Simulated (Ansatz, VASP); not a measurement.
**Nb in VASP and in Ansatz**

```xyz
1
Lattice="0.0000 2.1497 2.1497 2.1497 0.0000 2.1497 2.1497 2.1497 0.0000" Properties=species:S:1:pos:R:3 pbc="T T T"
Nb    0.0000    0.0000    0.0000
```

Change from the starting cell: volume scaled by 1.05.

Alike in both runs: task single point; functional PBEsol; k mesh 13 × 13 × 13; occupations fermi-dirac, width 0.08 eV; no spin polarisation.

|  | VASP | Ansatz |
| --- | --- | --- |
| version | VASP 6.6.1 | Ansatz 0.2.0 |
| potentials or method | VASP PAW PBE potentials, release 64 (Nb_sv), cutoff 520 eV | all-electron LAPW, scalar-relativistic |

Ansatz gave:

```
pressure (GPa) : -13.3
```

**Question.** Estimate VASP's values.

**Answer.** Pressure (GPa): -13.6.

Ansatz ran all-electron here, so the differences hold the error of VASP's frozen core and of both bases.

Caveats: the PAW data sets were made with another functional, which shifts forces and pressure a little (VASP).
